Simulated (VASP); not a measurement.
TiO2:

```
CELL_PARAMETERS angstrom
4.59984 0.00000 0.00000
0.00000 4.59984 0.00000
0.00000 0.00000 2.95921
ATOMIC_POSITIONS crystal
Ti 0.00000 0.00000 0.50000
Ti 0.50000 0.50000 0.00000
O 0.30432 0.30432 0.50000
O 0.19568 0.80432 0.00000
O 0.80432 0.19568 0.00000
O 0.69568 0.69568 0.50000
```

The cell is a database's computed one.

| Item | Value |
| --- | --- |
| Program | VASP 6.6.1 |
| Task | relaxation of cell and atoms |
| Functional | PBE |
| Potentials or basis | VASP PAW PBE potentials, release 64 (Ti, O) |
| Cutoff | 580 eV |
| k mesh | 6 × 6 × 9 |
| Occupations | fermi-dirac, width 0.05 eV |
| Spin | no spin polarisation |

At the start: pressure 7.0 GPa; volume 10.44 Å³/atom.

Question: Where does the relaxation end?

Answer: Over 5 steps the energy falls by 6.7 meV/atom and the volume is 10.75 Å³/atom (+3.0 %); space group P4_2/mnm (No. 136, to 0.05 Å).

The path:
| step | energy change (eV) | largest force (eV/Å) | pressure (GPa) | volume (Å³) |
| --- | --- | --- | --- | --- |
| 1 | 0.0000 | 0.1003 | 6.98 | 62.61 |
| 2 | 0.0319 | 0.3010 | -8.32 | 66.83 |
| 3 | -0.0368 | 0.0803 | -0.02 | 64.34 |
| 4 | -0.0399 | 0.0192 | -0.01 | 64.46 |
| 5 | -0.0402 | 0.0066 | -0.01 | 64.51 |

Final structure:
```
Ti O
1.0
     4.66132    0.00000    0.00000
     0.00000    4.66132    0.00000
     0.00000    0.00000    2.96891
Ti O
2 4
Direct
  0.00000 0.00000 0.50000
  0.50000 0.50000 0.00000
  0.30471 0.30471 0.50000
  0.19529 0.80471 0.00000
  0.80471 0.19529 0.00000
  0.69529 0.69529 0.50000
```
